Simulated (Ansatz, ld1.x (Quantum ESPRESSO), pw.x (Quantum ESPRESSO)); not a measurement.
## potassium: one change to the TM potential, in the atom and in the fcc crystal

```
Element                 : potassium (K)
Generator               : ld1.x (Quantum ESPRESSO) 7.5
Type                    : norm-conserving Troullier–Martins (Kleinman–Bylander form)
Functional              : PBE
Relativity              : scalar-relativistic
Frozen core             : [Ar]
Valence charge          : 1
Reference configuration : 4s1 4p0
Partial waves           : 4s (bound): rc 4.20 bohr; 4p (bound, empty): rc 3.60 bohr; 3d channel at 0.15 Ry: rc 3.75 bohr
Local potential         : all-electron potential smoothed inside 2.75 bohr (lloc = -1)
Core correction         : none
```

Change: core correction a·sin(br)/r model core inside 1.88 bohr.

Cutoffs, loose and tight: the cutoffs (Ry, on a coarse ladder) from which the occupation-weighted sum of valence levels, in a spherical-Bessel basis at the reference potential, stays within 10 and 1 mRy of its value at 400 Ry. They do not see the model core or the augmentation charge, which bear on the density cutoff. Test errors are all-electron minus pseudo excitation energies from the reference, over the configurations 4s0.5 4p0; 4s0 4p1; variants that change the core or the reference have their own tests.

Crystal test: fcc K in pw.x 7.5, no spin, 9³ k-points, Fermi–Dirac smearing 0.01 Ry, cutoffs set for each file from its atomic test. The reference is all-electron LAPW (Ansatz 0.2.0) with the same functional, mesh and smearing; V0 and B0 come from Birch–Murnaghan fits to the pressures at five volumes. Errors are pseudo minus all-electron; Δ is the rms difference of the E(V) curves that follow from these fits, minima aligned, over ±6 % about the mean V0. Mesh and smearing are coarse, so the numbers serve the comparison and aren't converged zero-temperature values; the lattice is a test structure that the element need not adopt.

All-electron: a0 = 6.675 Å (V0 = 74.37 Å³/atom), B0 = 3.5 GPa.

Q: Does the change bring the crystal closer to the all-electron result?

A: The mean pressure error goes from +0.10 to -0.05 GPa, so the change moves the solid closer to the all-electron pressures.

```csv
quantity,base,changed
outcome (atom),generated,generated
"cutoff, loose (atom)",6 Ry,6 Ry
"cutoff, tight (atom)",6 Ry,6 Ry
bound ghosts (atom),none,none
largest test error (meV) (atom),+67,-5.5
cutoffs in pw.x (Ry),35/140,50/200
a0 (Å),6.747,6.642
a0 error (%),+1.08,-0.50
B0 error (%),-13.3,+3.2
Δ (meV/atom),1.7,0.9
mean pressure error (GPa),+0.10,-0.05
```

Base: This is a poor potential for the solid. The logarithmic derivative shows an extra or strongly shifted pseudo pole above the reference energy (s near 0.22 Ry, p near 1.62 Ry). Changed file: This is a poor potential for the solid. The logarithmic derivative shows an extra or strongly shifted pseudo pole above the reference energy (s near 0.22 Ry, p near 1.62 Ry). The atomic cutoffs weigh occupied waves only.
